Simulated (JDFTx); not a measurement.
Crystal: SiC (Moissanite 3C).

```xyz
2
Lattice="3.0816 0.0000 0.0000 1.5408 2.6687 0.0000 1.5408 0.8896 2.5161" Properties=species:S:1:pos:R:3 pbc="T T T"
Si    0.0000    0.0000    0.0000
C     4.6224    2.6687    1.8871
```

The cell isn't the ideal one: the cell as VASP's run set it.

Below is the output of JDFTx 1.7.0 (patched build) for this cell. Logs are shortened: lines on timing, memory, paths and dates and some standing lists are left out, and cuts for length are marked.

```text
*************** JDFTx 1.7.0 (patched build) ***************

Input parsed successfully to the following command list (including defaults):
[... the input with its defaults ...]

---------- Setting up symmetries ----------

Found 48 point-group symmetries of the bravais lattice
Found 24 space-group symmetries with basis
Applied RMS atom displacement 0 bohrs to make symmetries exact.

---------- Initializing the Grid ----------
R =
[      5.82333      2.91166      2.91166  ]
[            0      5.04315      1.68105  ]
[            0            0      4.75473  ]
unit cell volume = 139.636
G =
[    1.07897  -0.622943  -0.440487  ]
[          0    1.24589  -0.440487  ]
[          0          0    1.32146  ]
Minimum fftbox size, Smin = [  48  48  48  ]
Chosen fftbox size, S = [  48  48  48  ]

---------- Initializing tighter grid for wavefunction operations ----------
R =
[      5.82333      2.91166      2.91166  ]
[            0      5.04315      1.68105  ]
[            0            0      4.75473  ]
unit cell volume = 139.636
G =
[    1.07897  -0.622943  -0.440487  ]
[          0    1.24589  -0.440487  ]
[          0          0    1.32146  ]
Minimum fftbox size, Smin = [  36  36  36  ]
Chosen fftbox size, S = [  36  36  36  ]

---------- Exchange Correlation functional ----------
Initalized PBEsol GGA exchange.
Initalized PBEsol GGA correlation.

---------- Setting up pseudopotentials ----------
Width of ionic core gaussian charges (only for fluid interactions / plotting) set to 0

Reading pseudopotential file 'pseudo/Si.upf':
  'Si' pseudopotential, 'PBESOL' functional
[... 42 lines left out ...]
LCAOMinimize: Encountered beta<0, resetting CG.
[... 6 lines of inner loops ...]
LCAOMinimize: Iter:   4  F: -9.6241553600638667  |grad|_K:  4.562e-07  alpha:  7.799e-01  linmin:  2.695e-05  cgtest: -5.957e-05
	FillingsUpdate:  mu: +0.401525717  nElectrons: 8.000000
LCAOMinimize: Iter:   5  F: -9.6241553602751289  |grad|_K:  1.278e-08  alpha:  5.334e-01  linmin:  2.276e-04  cgtest:  4.970e-04
LCAOMinimize: Converged (|Delta F|<1.000000e-06 for 2 iters).

-------- Electronic minimization -----------
Will mix electronic density at each iteration.
	FillingsUpdate:  mu: +0.401525717  nElectrons: 8.000000
	FillingsUpdate:  mu: +0.365143214  nElectrons: 8.000000
SCF: Cycle:  0   F: -9.702066712549943   dF: -7.791e-02   |Residual|: 5.782e-02   |deigs|: 2.421e-01
	FillingsUpdate:  mu: +0.363131036  nElectrons: 8.000000
SCF: Cycle:  1   F: -9.703334808691531   dF: -1.268e-03   |Residual|: 3.150e-02   |deigs|: 1.116e-02
	FillingsUpdate:  mu: +0.363866001  nElectrons: 8.000000
SCF: Cycle:  2   F: -9.703440372947847   dF: -1.056e-04   |Residual|: 4.969e-03   |deigs|: 2.953e-03
	FillingsUpdate:  mu: +0.365576336  nElectrons: 8.000000
SCF: Cycle:  3   F: -9.703461900036128   dF: -2.153e-05   |Residual|: 3.759e-03   |deigs|: 1.651e-03
	FillingsUpdate:  mu: +0.365272207  nElectrons: 8.000000
SCF: Cycle:  4   F: -9.703469523368739   dF: -7.623e-06   |Residual|: 8.441e-04   |deigs|: 3.641e-04
	FillingsUpdate:  mu: +0.365183800  nElectrons: 8.000000
SCF: Cycle:  5   F: -9.703469750035730   dF: -2.267e-07   |Residual|: 4.733e-04   |deigs|: 2.314e-04
	FillingsUpdate:  mu: +0.365245132  nElectrons: 8.000000
SCF: Cycle:  6   F: -9.703469952148176   dF: -2.021e-07   |Residual|: 1.388e-04   |deigs|: 1.785e-04
	FillingsUpdate:  mu: +0.365257592  nElectrons: 8.000000
SCF: Cycle:  7   F: -9.703469968599292   dF: -1.645e-08   |Residual|: 4.187e-05   |deigs|: 1.290e-04
	FillingsUpdate:  mu: +0.365266469  nElectrons: 8.000000
SCF: Cycle:  8   F: -9.703469971614744   dF: -3.015e-09   |Residual|: 1.016e-05   |deigs|: 9.863e-05
	FillingsUpdate:  mu: +0.365266856  nElectrons: 8.000000
SCF: Cycle:  9   F: -9.703469972250227   dF: -6.355e-10   |Residual|: 1.013e-05   |deigs|: 9.775e-05
	FillingsUpdate:  mu: +0.365266487  nElectrons: 8.000000
SCF: Cycle: 10   F: -9.703469972497796   dF: -2.476e-10   |Residual|: 7.051e-06   |deigs|: 1.167e-04
SCF: Converged (|Delta E|<1.000000e-09 for 2 iters).

Setting wave functions to eigenvectors of Hamiltonian
Converging empty states (this may take a while): |deigs|: 8.822e-04

# Stress tensor in Cartesian coordinates [Eh/a0^3]:
[  4.56883e-06            0            0  ]
[            0  4.56883e-06            0  ]
[            0            0  4.56883e-06  ]

# Ionic positions in lattice coordinates:
ion Si   0.000000000000000   0.000000000000000   0.000000000000000 1
ion C   0.750000000000000   0.750000000000000   0.750000000000000 1

# Forces in Cartesian coordinates:
force Si  -0.000000000000000  -0.000000000000000  -0.000000000000000 1
force C  -0.000000000000000  -0.000000000000000   0.000000000000000 1

# Energy components:
   Eewald =      -10.4656108926873781
       EH =        1.1460611719929377
     Eloc =       -3.3516111351390649
      Enl =        0.2995560377391571
      Exc =       -3.7533108193912277
 Exc_core =        0.5526282335217582
       KE =        5.8688174314660202
-------------------------------------
     Etot =       -9.7034699724977962
       TS =        0.0000000000000001
-------------------------------------
        F =       -9.7034699724977962

IonicMinimize: Iter:   0  F: -9.703469972497796  |grad|_K:  1.134e-35
IonicMinimize: Converged (|grad|_K<1.000000e-04).

#--- Lowdin population analysis ---
# oxidation-state Si +1.066
# oxidation-state C -0.996

Dumping 'run.eigStats' ...
	eMin: -0.220322 at state 0 ( [ +0.000000 +0.000000 +0.000000 ] spin 0 )
	HOMO: +0.346868 at state 0 ( [ +0.000000 +0.000000 +0.000000 ] spin 0 )
	mu  : +0.365264
	LUMO: +0.392452 at state 30 ( [ +0.000000 +0.500000 +0.500000 ] spin 0 )
	eMax: +0.934992 at state 5 ( [ +0.000000 +0.000000 +0.500000 ] spin 0 )
	HOMO-LUMO gap: +0.045584
	Optical gap  : +0.163829 at state 30 ( [ +0.000000 +0.500000 +0.500000 ] spin 0 )
Done!
[note: mu as printed may lie anywhere between the filled and the empty levels]
```

Q: What input gives this log?

A: Single point with PBEsol, no spin polarisation. The files as run (others can give the same):

SiC.in
```
lattice \
    5.8233258850     2.9116629425     2.9116629425 \
    0.0000000000     5.0431481510     1.6810493836 \
    0.0000000000     0.0000000000     4.7547256748
coords-type Lattice
ion Si     0.0000000000     0.0000000000     0.0000000000 1
ion C      0.7500000000     0.7500000000     0.7500000000 1

ion-species pseudo/Si.upf
ion-species pseudo/C.upf
elec-cutoff 41 328
elec-ex-corr gga-PBEsol
kpoint-folding 10 10 10
elec-smearing Gauss 0.0018374661
elec-n-bands 9
electronic-SCF nIterations 100 energyDiffThreshold 1e-09
electronic-minimize nIterations 30 energyDiffThreshold 1e-7
converge-empty-states yes
forces-output-coords Cartesian

dump-name run.$VAR
dump End Ecomponents EigStats BandEigs Kpoints Forces Stress ElecDensity Dtot KEdensity
```

Potentials or basis: PseudoDojo-SR-PBEsol-0.4.1-standard with smoothed tails.
Run with:
```console
$ jdftx -c 1 -i SiC.in -o SiC.out
```
